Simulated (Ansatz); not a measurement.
## Co and the effect of the functional

The structure is hexagonal, space group P6_3/mmc (No. 194). The conventional cell has a = 2.471 Å, b = 2.471 Å, c = 8.088 Å, α = 90.00°, β = 90.00°, γ = 120.00°. Co (site symmetry -6m2) is surrounded by 12 Co at 2.47 Å. Co (site symmetry -3m) has 12 Co at 2.47 Å as nearest neighbours.

Kept alike: task band structure; k mesh 12 × 12 × 4; occupations fermi-dirac, width 0.05 eV; collinear spin, ferromagnetic start. Program: Ansatz, all-electron LAPW, scalar-relativistic. The mesh is that of the run's cell of 4 atoms. No spin-orbit coupling.

| run | pressure (GPa) | largest site moment (μB) |
| --- | --- | --- |
| A | -5.81 | 1.70 |
| B | 4.59 | 1.71 |
| C | -14.74 | 1.63 |

Pressure is positive in compression. For a metal such a mesh leaves the last digits unconverged. The runs hold the magnetic state that their start led to, which needn't be the lowest. Site moments count inside each atom's sphere or projector.

Question: The runs differ in the functional alone: LDA; PBE; PBEsol. Which run is which?

Answer: Run A is PBEsol; run B is PBE; run C is LDA. The pressure runs from -14.74 (LDA) to 4.59 GPa (PBE). From PBE: LDA -19.33; PBEsol -10.40. A positive pressure means that the functional's own cell is larger than the one given, a negative one that it is smaller. The largest site moment runs from 1.63 (LDA) to 1.71 μB (PBE). From PBE: LDA -0.08; PBEsol -0.01.
